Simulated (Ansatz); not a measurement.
What a change of settings does to a run on Tc

The geometry is COD entry 1534910, unchecked; take it as a test cell. The listed cell was then made from it by scaling, straining or moving an atom.

First run: DFT, PBE, all-electron LAPW, scalar-relativistic (Ansatz 0.2.0).

Command: `ansatz run input.yaml --threads 1 --pin off --max-ram 2048MiB --backend cpu --events-out ev --progress --plain --runs-dir out` The run took 20 s on 1 thread of Arm Neoverse V1, on a shared host, peak memory 0.42 GiB.

```yaml
crystal:
  lattice:
    - [0.0, 1.9169427664, 1.9169427664]
    - [1.9169427664, 0.0, 1.9169427664]
    - [1.9169427664, 1.9169427664, 0.0]
  atoms:
    - { symbol: Tc, position: [0.0, 0.0, 0.0] }
kpoints:
  mp_grid: { grid: [18, 18, 18] }
scf:
  occupations: { method: fermi_dirac, width: 0.03 }
hamiltonian:
  xc: pbe
  pseudopotentials: { kind: all_electron, lapw: { basis_error: 0.00025 } }
output:
  forces: true
  stress: true
  eigenvalues: true
```

Result: converged; pressure 9.35 GPa; 6 SCF iterations.

The input is then changed:

```diff
@@ -10,7 +10,9 @@
 scf:
   occupations: { method: fermi_dirac, width: 0.03 }
+  n_extra_bands: 1
 hamiltonian:
   xc: pbe
   pseudopotentials: { kind: all_electron, lapw: { basis_error: 0.00025 } }
+  hubbard: { sites: [{ species: Tc, l: d, u_eff: 8.0 }], double_counting: amf }
 output:
   forces: true
```

(1) Predict the outcome of the changed run.

## Answers

(1) It converged; pressure 26.1 GPa; 13 SCF iterations.
